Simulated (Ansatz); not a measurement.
# Rh: the cost of one run

Method: DFT PBE, scalar-relativistic, plane waves, PAW, in Ansatz 0.2.0.

## 1. The starting structure

It takes space group Fm-3m (No. 225, cubic). Conventional cell: a = 3.803 Å, b = 3.803 Å, c = 3.803 Å, α = 90.00°, β = 90.00°, γ = 90.00°. Rh (site symmetry m-3m) has 12 Rh at 2.69 Å as nearest neighbours.

Coordinates:

```xyz
2
Lattice="0.0000 -1.9016 -1.9016 0.0000 1.9016 -1.9016 3.8031 0.0000 0.0000" Properties=species:S:1:pos:R:3 pbc="T T T"
Rh    1.9016    0.0000   -1.9016
Rh    0.0000    0.0000    0.0000
```

No relaxation comes first: the listed cell is the starting point.

## 2. Zero of energy

The cell is repeated 2 times, 2 atoms in all. The reference gives a free energy of -12805.7827 eV, pressure 5.80 GPa, largest force 0.000 eV/Å and gap on the mesh none (metal). It was computed beforehand with the settings of the runs below.

## 3. Setting up a frozen normal mode

Mode 6 of the phonon run on this cell, counted from the lowest, is frozen in: each atom moves by x times its row below, so x is the largest displacement.

```
atom      ux     uy     uz
 Rh1  -1.000  0.000  0.000
 Rh2   1.000  0.000  0.000
```

## 4. Point x = -0.300 Å

input.yaml

```yaml
crystal:
  lattice:
    - [0.0, -1.90155, -1.90155]
    - [0.0, 1.90155, -1.90155]
    - [3.8031, 0.0, 0.0]
  atoms:
    - { symbol: Rh, position: [0.5, 0.5, 0.5788830165] }
    - { symbol: Rh, position: [0.0, 0.0, -0.0788830165] }
basis:
  ecutwfc: 420
kpoints:
  mp_grid: { grid: [18, 18, 12] }
hamiltonian:
  xc: pbe
scf:
  occupations: { method: gaussian, width: 0.15 }
output:
  forces: true
  stress: true
  eigenvalues: true
```

Command:

```console
$ ansatz run input.yaml --threads 2 --pin off --max-ram 5120MiB --backend cpu --events-out ev --progress --plain --runs-dir out
```

**Question.** How long does this run take on 2 threads of Intel Xeon Platinum 8488C (Sapphire Rapids), shared host, and how much memory does it need?

About 4.2 s, with a peak of 0.48 GiB.
